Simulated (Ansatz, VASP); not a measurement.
## BaTiO3: VASP beside Ansatz

```
Ba Ti O
1.0
     3.95186    0.00000    0.00000
     0.00000    3.95186    0.00000
     0.00000    0.00000    3.95186
Ba Ti O
1 1 3
Direct
  0.50000 0.50000 0.50000
  0.00000 0.00000 0.00000
  0.00000 0.00000 0.50000
  0.00000 0.50000 0.00000
  0.50000 0.00000 0.00000
```

Alike in both runs: task single point; functional PBEsol; k mesh 7 × 7 × 7; occupations fermi-dirac, width 0.05 eV; no spin polarisation.

|  | VASP | Ansatz |
| --- | --- | --- |
| version | VASP 6.6.1 | Ansatz 0.2.0 |
| potentials or method | VASP PAW PBE potentials, release 64 (Ba_sv, Ti_sv, O) | Ansatz PAW |
| plane-wave cutoff (eV) | 520 | 420 |
| valence electrons in the cell | 40 | 40 |

VASP gave:

| Quantity | Value |
| --- | --- |
| gap on the k mesh at the Fermi level (eV) | 1.84 |
| least direct gap on the mesh (eV) | 1.88 |
| pressure (GPa) | 4.6 |

Problem. Estimate Ansatz's values.

Solution. gap on the k mesh at the Fermi level (eV): 1.90; least direct gap on the mesh (eV): 1.90; pressure (GPa): 2.5.

With one functional, cell and mesh, what is left measures potentials, basis and numerics.

Caveats: spin-orbit coupling is left out, which moves the levels of the heavy elements; the PAW data sets were made with another functional, which shifts forces and pressure a little (VASP); an odd mesh through Γ misses points on the zone boundary, where band edges often lie (VASP); odd divisions of the mesh miss points on the zone boundary, where band edges often lie, so the gap on the mesh can be too wide (Ansatz); the pressure holds a Pulay correction of +0.6 GPa for the finite cutoff (Ansatz); the PAW data sets come from PBE, with cores solved anew for the run's functional, which leaves a small shift of forces and pressure (Ansatz). A hybrid or GW would open this gap; PBEsol tends to underestimate it.
